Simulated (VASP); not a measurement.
# MgF2 (P4_2/mnm) in VASP: settings compared

The runs below take MgF2 through band structure, with PBEsol, r2SCAN, TB-mBJ.

Everything below comes from runs of VASP 6.6.1. Logs are shortened: lines on timing, memory, paths and dates and some standing lists are left out, and cuts for length are marked.

### 1 Starting point

Symmetry: P4_2/mnm, No. 136, tetragonal system. Conventional cell: a = 4.624 Å, b = 4.624 Å, c = 3.053 Å, α = 90.00°, β = 90.00°, γ = 90.00°. Around Mg (site symmetry mmm) lie 6 F at 1.98 to 2.00 Å. Around F (site symmetry m2m) lie 3 Mg at 1.98 to 2.00 Å.

The cell comes from a database or a generator and needn't be the stable form of this composition.

### 2 Band structure, PBEsol

File POSCAR:

```
MgF2
1.0
    4.6238000000      0.0000000000      0.0000000000
    0.0000000000      4.6238000000      0.0000000000
    0.0000000000      0.0000000000      3.0533400000
Mg F
2 4
Direct
    0.5000000000      0.5000000000      0.5000000000
    0.0000000000      0.0000000000      0.0000000000
    0.6967800000      0.6967800000      0.0000000000
    0.8032200000      0.1967800000      0.5000000000
    0.3032200000      0.3032200000      1.0000000000
    0.1967800000      0.8032200000      0.5000000000
```

File INCAR.step1:

```
SYSTEM = MgF2
PREC     = Accurate       ! precision mode
ENCUT    = 520            ! plane-wave cutoff, eV
EDIFF    = 1E-6           ! SCF threshold, eV
ISMEAR   = 0              ! smearing method
SIGMA    = 0.02           ! smearing width, eV
LREAL    = .False.        ! projectors in reciprocal space
LASPH    = .True.         ! aspherical terms in the spheres
NELM     = 60             ! most SCF steps
ALGO     = Fast           ! electronic algorithm
ISIF     = 2              ! what is computed and relaxed
LWAVE    = .False.        ! write WAVECAR
LCHARG   = .True.         ! write CHGCAR
GGA      = PS             ! functional
```

File KPOINTS.step1:

```
Automatic mesh
0
Gamma
  6 6 8
  0 0 0
```

File INCAR.step2:

```
SYSTEM = MgF2
PREC     = Accurate       ! precision mode
ENCUT    = 520            ! plane-wave cutoff, eV
EDIFF    = 1E-6           ! SCF threshold, eV
ISMEAR   = 0              ! smearing method
SIGMA    = 0.05           ! smearing width, eV
LREAL    = .False.        ! projectors in reciprocal space
LASPH    = .True.         ! aspherical terms in the spheres
NELM     = 60             ! most SCF steps
ALGO     = Fast           ! electronic algorithm
ISIF     = 2              ! what is computed and relaxed
LWAVE    = .False.        ! write WAVECAR
LCHARG   = .False.        ! write CHGCAR
GGA      = PS             ! functional
ICHARG   = 11             ! starting density
```

File KPOINTS.step2:

```
path GXMGZRAZ,XR,MA
10
line-mode
reciprocal
 0.0000000000  0.0000000000  0.0000000000  G
 0.0000000000  0.5000000000  0.0000000000  X

 0.0000000000  0.5000000000  0.0000000000  X
 0.5000000000  0.5000000000  0.0000000000  M

 0.5000000000  0.5000000000  0.0000000000  M
 0.0000000000  0.0000000000  0.0000000000  G

 0.0000000000  0.0000000000  0.0000000000  G
 0.0000000000  0.0000000000  0.5000000000  Z

 0.0000000000  0.0000000000  0.5000000000  Z
 0.0000000000  0.5000000000  0.5000000000  R

 0.0000000000  0.5000000000  0.5000000000  R
 0.5000000000  0.5000000000  0.5000000000  A

 0.5000000000  0.5000000000  0.5000000000  A
 0.0000000000  0.0000000000  0.5000000000  Z

 0.0000000000  0.5000000000  0.0000000000  X
 0.0000000000  0.5000000000  0.5000000000  R

 0.5000000000  0.5000000000  0.0000000000  M
 0.5000000000  0.5000000000  0.5000000000  A
```

Potentials or basis: VASP PAW PBE potentials, release 64 (Mg, F).

Started as:

```bash
$ cat potpaw_PBE.64/Mg/POTCAR potpaw_PBE.64/F/POTCAR > POTCAR
$ cp INCAR.step1 INCAR
$ cp KPOINTS.step1 KPOINTS
$ mpirun -np 1 vasp_std > vasp.out
$ cp INCAR.step2 INCAR
$ cp KPOINTS.step2 KPOINTS
$ mpirun -np 1 vasp_std > vasp.out
```

OUTCAR:

```text
SYSTEM = MgF2
   PREC = Accurate
   ENCUT = 520
   EDIFF = 1E-6
   ISMEAR = 0
   LREAL = .False.
   LASPH = .True.
   NELM = 60
   ISIF = 2
   GGA = PS
   ICHARG = 11

 ion  position               nearest neighbor table
   1  0.500  0.500  0.500-   4 1.98   6 1.98   5 2.00   3 2.00   3 2.00   5 2.00   2 3.61   2 3.61
                             2 3.61   2 3.61   2 3.61   2 3.61   2 3.61   2 3.61
   2  0.000  0.000  0.000-   3 1.98   5 1.98   4 2.00   6 2.00   4 2.00   6 2.00   1 3.61   1 3.61
                             1 3.61   1 3.61   1 3.61   1 3.61   1 3.61   1 3.61
   3  0.697  0.697  0.000-   2 1.98   1 2.00   1 2.00
   4  0.803  0.197  0.500-   1 1.98   2 2.00   2 2.00
   5  0.303  0.303  0.000-   2 1.98   1 2.00   1 2.00
   6  0.197  0.803  0.500-   1 1.98   2 2.00   2 2.00

  LATTYP: Found a simple tetragonal cell.
 ALAT       =     4.6238000000
 C/A-ratio  =     0.6603529564

  Lattice vectors:

 A1 = (   4.6238000000,   0.0000000000,   0.0000000000)
 A2 = (   0.0000000000,   4.6238000000,   0.0000000000)
 A3 = (   0.0000000000,   0.0000000000,   3.0533400000)

Analysis of symmetry for initial positions (statically):
=====================================================================
 Subroutine PRICEL returns:
 Original cell was already a primitive cell.

 Routine SETGRP: Setting up the symmetry group for a
 simple tetragonal supercell.

 Subroutine GETGRP returns: Found 16 space group operations
 (whereof  8 operations were pure point group operations)
 out of a pool of 16 trial point group operations.

The static configuration has the point symmetry D_2h.
 The point group associated with its full space group is D_4h.

Analysis of symmetry for dynamics (positions and initial velocities):
=====================================================================
 Subroutine PRICEL returns:
 Original cell was already a primitive cell.

 Routine SETGRP: Setting up the symmetry group for a
 simple tetragonal supercell.

 Subroutine GETGRP returns: Found 16 space group operations
 (whereof  8 operations were pure point group operations)
 out of a pool of 16 trial point group operations.

The dynamic configuration has the point symmetry D_2h.
 The point group associated with its full space group is D_4h.

 Subroutine INISYM returns: Found 16 space group operations
 (whereof  8 operations are pure point group operations),
 and found     1 'primitive' translations

----------------------------------------------------------------------------------------

                                     Primitive cell

  volume of cell :      65.2790

  direct lattice vectors                    reciprocal lattice vectors
     4.623800000  0.000000000  0.000000000     0.216272330  0.000000000  0.000000000
     0.000000000  4.623800000  0.000000000     0.000000000  0.216272330  0.000000000
     0.000000000  0.000000000  3.053340000     0.000000000  0.000000000  0.327510202

  length of vectors
     4.623800000  4.623800000  3.053340000     0.216272330  0.216272330  0.327510202

  position of ions in fractional coordinates (direct lattice)
     0.500000000  0.500000000  0.500000000
     0.000000000  0.000000000  0.000000000
     0.696780000  0.696780000  0.000000000
     0.803220000  0.196780000  0.500000000
     0.303220000  0.303220000  0.000000000
     0.196780000  0.803220000  0.500000000

  ion indices of the primitive-cell ions
   primitive index   ion index
                 1           1
                 2           2
                 3           3
                 4           4
                 5           5
                 6           6

----------------------------------------------------------------------------------------

 KPOINTS: path GXMGZRAZ,XR,MA

Interpolating k-points between supplied coordinates.

 Line segments in fractional coordinates (reciprocal lattice):
    0.000000  0.000000  0.000000  ...  0.000000  0.500000  0.000000
    0.000000  0.500000  0.000000  ...  0.500000  0.500000  0.000000
    0.500000  0.500000  0.000000  ...  0.000000  0.000000  0.000000
[... 39 lines left out ...]
   LHFCALC =     F    Hartree Fock is set to
   AEXX    =    0.0000 exact exchange contribution
   IVDW    =     0    specifies the selected vdW correction
   LEPSILON=     F    determine dielectric tensor
   LRPA    =     F    only Hartree local field effects (RPA)
 non-spin polarized calculation
 RMM-DIIS sequential band-by-band and
 Gauss-broadening in eV      SIGMA  =   0.05
  energy-cutoff  :      520.00
  volume of cell :       65.28
 maximum number of plane-waves:      1779
 NGX is ok and might be reduce to    36

 number of electron      32.0000034 magnetization

 Free energy of the ion-electron system (eV)
  ---------------------------------------------------
  ext. energy  EPLUGINS =         0.00000000
  ---------------------------------------------------
  free energy    TOTEN  =       -32.49866503 eV

  energy without entropy =      -32.49866503  energy(sigma->0) =      -32.49866503

 E-fermi :  -1.0189     XC(G=0):  -9.9909

 val. band max:       -1.3026174214   @ k =   0.0000   0.0000   0.0000
 cond. band min:       5.6216071228   @ k =   0.0000   0.0000   0.0000
 fundamental gap:      6.9242245442
 Fermi energy:        -1.0188950635

 k-point     1 :       0.0000    0.0000    0.0000
  band No.  band energies     occupation
      1     -21.9527      2.00000
      2     -21.1271      2.00000
      3     -21.1271      2.00000
      4     -21.0358      2.00000
      5      -5.4338      2.00000
      6      -3.8422      2.00000
[... 12 lines left out ...]
     19      10.7390      0.00000
     20      12.2239      0.00000

 k-point     2 :       0.0000    0.0556    0.0000
  band No.  band energies     occupation
      1     -21.9477      2.00000
      2     -21.1405      2.00000
      3     -21.1259      2.00000
      4     -21.0300      2.00000
      5      -5.4219      2.00000
      6      -3.8400      2.00000
[... 12 lines left out ...]
     19      10.7591      0.00000
     20      12.2407      0.00000
[... 465 lines left out ...]
      3     -21.1764      2.00000
      4     -21.1166      2.00000
      5      -4.6212      2.00000
      6      -4.3952      2.00000
[... 12 lines left out ...]
     19       9.9071      0.00000
     20      11.0428      0.00000

 k-point    24 :       0.3333    0.3333    0.0000
  band No.  band energies     occupation
      1     -21.6406      2.00000
      2     -21.3984      2.00000
      3     -21.1690      2.00000
      4     -21.0708      2.00000
      5      -4.7737      2.00000
      6      -4.3180      2.00000
[... 12 lines left out ...]
     19      10.0136      0.00000
     20      11.6050      0.00000

 [... further k-points ...]

------------------------ aborting loop because EDIFF is reached ----------------------------------------

  FORCE on cell =-STRESS in cart. coord.  units (eV):
  Direction    XX          YY          ZZ          XY          YZ          ZX
  --------------------------------------------------------------------------------------
  -------------------------------------------------------------------------------------
  Total        0.7309560      0.7309560      1.3004299      0.0000000      0.0000000      0.0000000
  in kB       17.9402532     17.9402532     31.9171620      0.0000000      0.0000000      0.0000000
  external PRESSURE =      22.5992228 kB  Pullay stress =       0.0000000 kB

 VOLUME and BASIS-vectors are now :
 -----------------------------------------------------------------------------
  energy-cutoff  :      520.00
  volume of cell :       65.28
      direct lattice vectors                 reciprocal lattice vectors
     4.623800000  0.000000000  0.000000000     0.216272330  0.000000000  0.000000000
     0.000000000  4.623800000  0.000000000     0.000000000  0.216272330  0.000000000
     0.000000000  0.000000000  3.053340000     0.000000000  0.000000000  0.327510202

 POSITION                                       TOTAL-FORCE (eV/Angst)
 -----------------------------------------------------------------------------------
      2.31190      2.31190      1.52667         0.000000      0.000000      0.000000
      0.00000      0.00000      0.00000         0.000000      0.000000      0.000000
      3.22177      3.22177      0.00000        -0.010867     -0.010867      0.000000
      3.71393      0.90987      1.52667         0.010867     -0.010867      0.000000
      1.40203      1.40203      0.00000         0.010867      0.010867      0.000000
      0.90987      3.71393      1.52667        -0.010867      0.010867      0.000000
 -----------------------------------------------------------------------------------
    total drift:                                0.000000     -0.000000      0.000000

  FREE ENERGIE OF THE ION-ELECTRON SYSTEM (eV)
  ---------------------------------------------------
  free  energy   TOTEN  =       -32.4986650340 eV

  energy  without entropy=      -32.4986650340  energy(sigma->0) =      -32.49866503
```

Run time: 42 s. Hardware: 1 thread of Intel Xeon 6975P-C (Granite Rapids), shared host; peak memory 0.23 GiB.

Results:

```yaml
Band_gap_on_the_k_mesh: 6.92 eV, direct
Band_gap_along_the_path: 6.92 eV, direct
```

Levels at the corners of the path, in eV from the valence-band top:
| point | band 14 | band 15 | band 16 | band 17 | band 18 | band 19 |
| --- | --- | --- | --- | --- | --- | --- |
| Γ | -0.32 | -0.32 | 0.00 | 6.92 | 12.04 | 12.04 |
| X | -0.99 | -0.38 | -0.38 | 9.34 | 9.34 | 13.30 |
| X | -0.99 | -0.38 | -0.38 | 9.34 | 9.34 | 13.30 |
| M | -0.96 | -0.78 | -0.78 | 11.06 | 11.06 | 11.12 |
| M | -0.96 | -0.78 | -0.78 | 11.06 | 11.06 | 11.12 |
| Γ | -0.32 | -0.32 | 0.00 | 6.92 | 12.04 | 12.04 |
| Γ | -0.32 | -0.32 | 0.00 | 6.92 | 12.04 | 12.04 |
| Z | -1.17 | -0.87 | -0.87 | 11.67 | 11.67 | 14.74 |
| Z | -1.17 | -0.87 | -0.87 | 11.67 | 11.67 | 14.74 |
| R | -0.74 | -0.67 | -0.67 | 12.55 | 12.55 | 13.30 |
| R | -0.74 | -0.67 | -0.67 | 12.55 | 12.55 | 13.30 |
| A | -0.61 | -0.49 | -0.49 | 13.12 | 13.12 | 13.15 |
| A | -0.61 | -0.49 | -0.49 | 13.12 | 13.12 | 13.15 |
| Z | -1.17 | -0.87 | -0.87 | 11.67 | 11.67 | 14.74 |
| X | -0.99 | -0.38 | -0.38 | 9.34 | 9.34 | 13.30 |
| R | -0.74 | -0.67 | -0.67 | 12.55 | 12.55 | 13.30 |
| M | -0.96 | -0.78 | -0.78 | 11.06 | 11.06 | 11.12 |
| A | -0.61 | -0.49 | -0.49 | 13.12 | 13.12 | 13.15 |

Caveat: the log is that of the step along the path at fixed density, whose energy, stress, charges and moments have no meaning; the PAW data sets were made with another functional, which shifts forces and pressure a little.

(Continued in part 2 of 2.)
